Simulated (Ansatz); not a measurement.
# CaS (rocksalt): zero-pressure volume and bulk modulus with PBE + D3(BJ), part 1 of 2

What volume and stiffness does PBE + D3(BJ) give for CaS (rocksalt)?

Program: Ansatz 0.2.0. Level of theory: DFT PBE + D3(BJ), scalar-relativistic, plane waves, PAW. These are calculated values, not measurements.

### Step 1. The system as given

Symmetry: Fm-3m, No. 225, cubic system. The conventional cell has a = 5.686 Å, b = 5.686 Å, c = 5.686 Å, α = 90.00°, β = 90.00°, γ = 90.00°. Ca (site symmetry m-3m) is surrounded by 6 S at 2.84 Å. Around S (site symmetry m-3m) lie 6 Ca at 2.84 Å.

Structure file:

```cif
data_structure
_symmetry_space_group_name_H-M 'P 1'
_symmetry_Int_Tables_number 1
_cell_length_a 4.0206
_cell_length_b 4.0206
_cell_length_c 4.0206
_cell_angle_alpha 60.000
_cell_angle_beta 60.000
_cell_angle_gamma 60.000
_cell_volume 45.96
loop_
_atom_site_label
_atom_site_type_symbol
_atom_site_fract_x
_atom_site_fract_y
_atom_site_fract_z
_atom_site_occupancy
Ca1 Ca 0.50000 0.50000 0.50000 1
S1 S 0.00000 0.00000 0.00000 1
```

At PBE, an earlier run found 0.80 GPa for this cell of 22.979 Å³/atom (8×8×8 mesh), gap on the mesh 2.35 eV.

### Step 2. At the given cell

input.yaml

```yaml
crystal:
  lattice:
    - [0.0, 2.8430011916, 2.8430011916]
    - [2.8430011916, 0.0, 2.8430011916]
    - [2.8430011916, 2.8430011916, 0.0]
  atoms:
    - { symbol: Ca, position: [0.5, 0.5, 0.5] }
    - { symbol: S, position: [0.0, 0.0, 0.0] }
basis:
  ecutwfc: 420
  ecutrho_ratio: 4
kpoints:
  mp_grid: { grid: [8, 8, 8] }
hamiltonian:
  xc: pbe
  dispersion: d3bj
scf:
  occupations: { method: gaussian, width: 0.05 }
output:
  forces: true
  stress: true
  eigenvalues: true
```

On the command line:

```bash
$ ansatz run input.yaml --threads 4 --pin off --max-ram 8192MiB --backend cpu --events-out ev --progress --plain --runs-dir out
```

Standard output:

```text
Warning: RAYON_NUM_THREADS=4 ignored (pool sized by the plan → 4); use --threads N
Engine: ansatz 0.2.0, aarch64-unknown-linux-gnu
Pseudopotentials: kind: paw
Pseudopotential: Ca, paw, valence charge 10, recommended cutoff 420 eV (normal), Ca.paw.azcp
Pseudopotential: S, paw, valence charge 6, recommended cutoff 420 eV (normal), S.paw.azcp
Functional definition: PBE
  parameter kappa = 0.804
  parameter beta = 0.06672455060314922
  exchange = pbe_x(kappa = kappa, mu = beta*pi^2/3)
  correlation = pbe_c(beta = beta)
Crystal: 2 atoms, lattice volume = 45.958 Å³
Basis set: ecut = 420 eV, 893 PW (Γ), exchange–correlation on 54×54×54 points (8 copies of the dense FFT grid, shifted against one another)
Bands: 12, of which v1, the nominal top of the filled ones, is band 8 counted from 1 (7 counted from 0)
Symmetry: 48 space group operations
Space group: Fm-3m (ITA 225), of the structure as read, at distance tolerance 3.6e-5 Å
k-points: 29 of 512
Non-local potential: Ca, projectors of the file, l = 0: 3, l = 1: 2, l = 2: 2
Non-local potential: S, projectors of the file, l = 0: 2, l = 1: 2, l = 2: 2
PAW form: soft (Blöchl's): semilocal exchange-correlation on the pseudo side does not see the compensation charge
PAW one-centre angular grid: Ca, 110 points (default); XC on 64 Gauss nodes
PAW one-centre angular grid: S, 110 points (default); XC on 64 Gauss nodes
Initial density: superposition of atomic densities (neutral atoms: chi_scale 0, normalization atom), corrected by the library's trained network
Initial wavefunctions: pseudopotential atomic-orbital guess
Functional: x = pbe(κ = 0.804, μ = 0.2195149727645171), c = pbe(β = 0.06672455060314922)
SCF iter   1: F=—  HF=-2723.933331 eV  |F-HF|=—  |Δ(HF+E_count)|=         —  Δρ=3.79e-4  dr2=4.14e-5  ethr=1.77e-3  ⟨swp⟩=6.8  Hψ=2425  notcnv=0
preconditioner: auto → none  [insulator: Δε(μ)=2.346 eV  Ē_g=16.327 eV  σ=0.050 eV  W_gap=1.00  n_scr=14 (ndim 8)  ℏωp=20.5 eV  f_vac=0.000  D(μ)=0.00/eV (n_scr^D=0)  ε∞_Penn≈2.6]
SCF iter   2: F=—  HF=-2723.933132 eV  |F-HF|=—  |Δ(HF+E_count)|=   1.98e-4  Δρ=3.42e-4  dr2=9.09e-5  ethr=2.59e-7  ⟨swp⟩=3.0  Hψ=893  notcnv=0
SCF iter   3: F=—  HF=-2723.933120 eV  |F-HF|=—  |Δ(HF+E_count)|=   1.25e-5  Δρ=1.14e-4  dr2=5.05e-6  ethr=2.59e-7  ⟨swp⟩=2.3  Hψ=492  notcnv=0
SCF iter   4: F=—  HF=-2723.933135 eV  |F-HF|=—  |Δ(HF+E_count)|=   1.50e-5  Δρ=4.04e-5  dr2=6.00e-7  ethr=3.16e-8  ⟨swp⟩=2.0  Hψ=548  notcnv=0
SCF iter   5: F=—  HF=-2723.933136 eV  |F-HF|=—  |Δ(HF+E_count)|=   1.39e-6  Δρ=1.71e-5  dr2=2.02e-7  ethr=3.75e-9  ⟨swp⟩=3.0  Hψ=575  notcnv=0
SCF iter   6: F=-2723.933136 eV  HF=-2723.933136 eV  |F-HF|=2.79e-8  |Δ(HF+E_count)|=   6.47e-9  Δρ=6.79e-6  dr2=3.49e-8  ethr=6.25e-10  ⟨swp⟩=4.0  Hψ=1044  notcnv=0
SCF 1 converged in 6 iterations: F = -2723.933136 eV  dr2 = 3.49e-8
SCF converged after 6 iterations
Free energy (F): -2723.933136 eV
Harris-Foulkes:  -2723.933136 eV  (|F-HF|=2.79e-8)
Internal energy: -2723.933136 eV  (E = F + TS)
E sigma→0 (E₀):  -2723.933136 eV
Fermi energy:    7.193741 eV
--- Per-component energies (eV) ---
  E_band       = -133.792928
  E_kinetic    = 386.704426
  E_local      = -821.691960  (includes V_loc(G=0)·N_el)
  E_nonlocal   = 91.688937
  E_hartree    = 269.948098
  E_xc         = -236.099607
  E_vxc        = -260.926387  (∫ρ·V_xc dr)
  E_paw        = -1458.676735  (= ΣΔE_a)
  E_vpaw       = -69.465998  (= ΣTr[D̂ρ^β])
  E_aug_tail   = -0.000004  (compensation charges beyond the density's cutoff)
  E_ewald      = -955.133691
  E_disp       = -0.672601  (pairwise vdW)
  E_smearing   = -0.000000  (= −TS)
  E_closure    = -0.000000  (closes the sum)
  Σ components = -2723.933136   (vs F -2723.933136, Δ=0.00e0)
--- Forces (eV/Å), atoms counted from 1 ---
  atom   1  Ca     0.00000000    -0.00000000     0.00000000
  atom   2  S     -0.00000000     0.00000000    -0.00000000
  max |Σ_I F_I| component: 1.36e-29 eV/Å
--- Stress (GPa, compression-positive) ---
       -1.615837      -0.000000      -0.000000
        0.000000      -1.615837       0.000000
       -0.000000      -0.000000      -1.615837
  P = ⅓ Tr σ = -1.6158 GPa (-16.158 kbar)
--- Band table (eV; the first three rows and the last of 29) ---
  k-point 0: bands = ["-33.1764", "-14.1558", "-14.1558", "-14.1558", "-5.3174", "6.0179", "6.0179", "6.0179", "10.1815", "10.1815", "10.1815", "10.2021"]
  k-point 1: bands = ["-33.1747", "-14.1814", "-14.1577", "-14.1577", "-5.2090", "5.3567", "5.7918", "5.7918", "10.1804", "10.4106", "10.4106", "10.9703"]
  k-point 2: bands = ["-33.1706", "-14.2421", "-14.1624", "-14.1624", "-4.9339", "4.1895", "5.3470", "5.3470", "10.3070", "10.9918", "10.9918", "12.2031"]
  k-point 28: bands = ["-33.1611", "-14.2426", "-14.2426", "-14.2154", "-4.5724", "4.2302", "4.2302", "4.4634", "10.8474", "10.8474", "12.0245", "12.4591"]
```

Wall time 0.63 s (4 threads of Arm Neoverse N1, shared host); peak memory 0.29 GiB.

In short: volume 22.979 Å³/atom, pressure -1.62 GPa, gap on the mesh 2.35 eV.

### Step 3. Stepping to 22.731 Å³/atom

Edit input.yaml of step 2 so:

```diff
@@ -2,5 +2,5 @@
   lattice:
-    - [0.0, 2.8430011916, 2.8430011916]
-    - [2.8430011916, 0.0, 2.8430011916]
-    - [2.8430011916, 2.8430011916, 0.0]
+    - [0.0, 2.8327558121, 2.8327558121]
+    - [2.8327558121, 0.0, 2.8327558121]
+    - [2.8327558121, 2.8327558121, 0.0]
   atoms:
```

On the command line:

```bash
$ ansatz run input.yaml --threads 4 --pin off --max-ram 8192MiB --backend cpu --events-out ev --progress --plain --runs-dir out
```

Standard output, shortened:

```text
Warning: RAYON_NUM_THREADS=4 ignored (pool sized by the plan → 4); use --threads N
[...]
[... 4 set-up lines as earlier in the session ...]
[...]
Crystal: 2 atoms, lattice volume = 45.463 Å³
Basis set: ecut = 420 eV, 893 PW (Γ), exchange–correlation on 54×54×54 points (8 copies of the dense FFT grid, shifted against one another)
Bands: 12, of which v1, the nominal top of the filled ones, is band 8 counted from 1 (7 counted from 0)
[... 2 set-up lines as earlier in the session ...]
k-points: 29 of 512
[...]
SCF iter   1: F=—  HF=-2723.937498 eV  |F-HF|=—  |Δ(HF+E_count)|=         —  Δρ=3.83e-4  dr2=3.81e-5  ethr=1.77e-3  ⟨swp⟩=6.8  Hψ=2420  notcnv=0
[...]
SCF iter   6: F=-2723.937194 eV  HF=-2723.937195 eV  |F-HF|=6.09e-8  |Δ(HF+E_count)|=   4.82e-8  Δρ=9.85e-6  dr2=7.38e-8  ethr=6.25e-10  ⟨swp⟩=3.0  Hψ=1192  notcnv=0
[...]
SCF converged after 6 iterations
Free energy (F): -2723.937194 eV
[...]
E sigma→0 (E₀):  -2723.937194 eV
Fermi energy:    7.294525 eV
[...]
--- Forces (eV/Å), atoms counted from 1 ---
  atom   1  Ca     0.00000000     0.00000000     0.00000000
  atom   2  S     -0.00000000    -0.00000000    -0.00000000
[...]
--- Stress (GPa, compression-positive) ---
       -1.003468       0.000000       0.000000
       -0.000000      -1.003468       0.000000
       -0.000000      -0.000000      -1.003468
  P = ⅓ Tr σ = -1.0035 GPa (-10.035 kbar)
--- Band table (eV; the first three rows and the last of 29) ---
  k-point 0: bands = ["-33.0254", "-14.0063", "-14.0063", "-14.0063", "-5.2402", "6.1311", "6.1311", "6.1311", "10.2928", "10.2928", "10.2928", "10.3841"]
[...]
```

Wall time 0.64 s (4 threads of Arm Neoverse N1, shared host); peak memory 0.29 GiB.

In short: volume 22.731 Å³/atom, pressure -1.00 GPa, gap on the mesh 2.33 eV.

### Step 4. Stepping to 22.355 Å³/atom

Edit input.yaml of step 3 so:

```diff
@@ -2,5 +2,5 @@
   lattice:
-    - [0.0, 2.8327558121, 2.8327558121]
-    - [2.8327558121, 0.0, 2.8327558121]
-    - [2.8327558121, 2.8327558121, 0.0]
+    - [0.0, 2.8170490981, 2.8170490981]
+    - [2.8170490981, 0.0, 2.8170490981]
+    - [2.8170490981, 2.8170490981, 0.0]
   atoms:
```

On the command line:

```bash
$ ansatz run input.yaml --threads 4 --pin off --max-ram 8192MiB --backend cpu --events-out ev --progress --plain --runs-dir out
```

Standard output, shortened:

```text
Warning: RAYON_NUM_THREADS=4 ignored (pool sized by the plan → 4); use --threads N
[...]
[... 4 set-up lines as earlier in the session ...]
[...]
Crystal: 2 atoms, lattice volume = 44.711 Å³
Basis set: ecut = 420 eV, 893 PW (Γ), exchange–correlation on 54×54×54 points (8 copies of the dense FFT grid, shifted against one another)
Bands: 12, of which v1, the nominal top of the filled ones, is band 8 counted from 1 (7 counted from 0)
[... 1 set-up line as earlier in the session ...]
Space group: Fm-3m (ITA 225), of the structure as read, at distance tolerance 3.5e-5 Å
k-points: 29 of 512
[...]
SCF iter   1: F=—  HF=-2723.939928 eV  |F-HF|=—  |Δ(HF+E_count)|=         —  Δρ=3.91e-4  dr2=3.61e-5  ethr=1.77e-3  ⟨swp⟩=6.8  Hψ=2430  notcnv=0
[...]
SCF iter   6: F=-2723.939592 eV  HF=-2723.939592 eV  |F-HF|=8.01e-8  |Δ(HF+E_count)|=   5.19e-8  Δρ=1.13e-5  dr2=9.67e-8  ethr=6.25e-10  ⟨swp⟩=4.1  Hψ=1061  notcnv=0
[...]
SCF converged after 6 iterations
Free energy (F): -2723.939592 eV
[...]
E sigma→0 (E₀):  -2723.939592 eV
Fermi energy:    7.451638 eV
[...]
--- Forces (eV/Å), atoms counted from 1 ---
  atom   1  Ca     0.00000000    -0.00000000    -0.00000000
  atom   2  S     -0.00000000     0.00000000     0.00000000
[...]
--- Stress (GPa, compression-positive) ---
       -0.004222       0.000000      -0.000000
        0.000000      -0.004222      -0.000000
       -0.000000       0.000000      -0.004222
  P = ⅓ Tr σ = -0.0042 GPa (-0.042 kbar)
--- Band table (eV; the first three rows and the last of 29) ---
  k-point 0: bands = ["-32.7911", "-13.7743", "-13.7743", "-13.7743", "-5.1195", "6.3082", "6.3082", "6.3082", "10.4655", "10.4655", "10.4655", "10.6687"]
[...]
```

It took 0.61 s on 4 threads of Arm Neoverse N1, shared host; peak memory 0.28 GiB.

Read off: volume 22.355 Å³/atom, pressure 0.00 GPa, mesh gap 2.29 eV.

(Continued in part 2 of 2.)
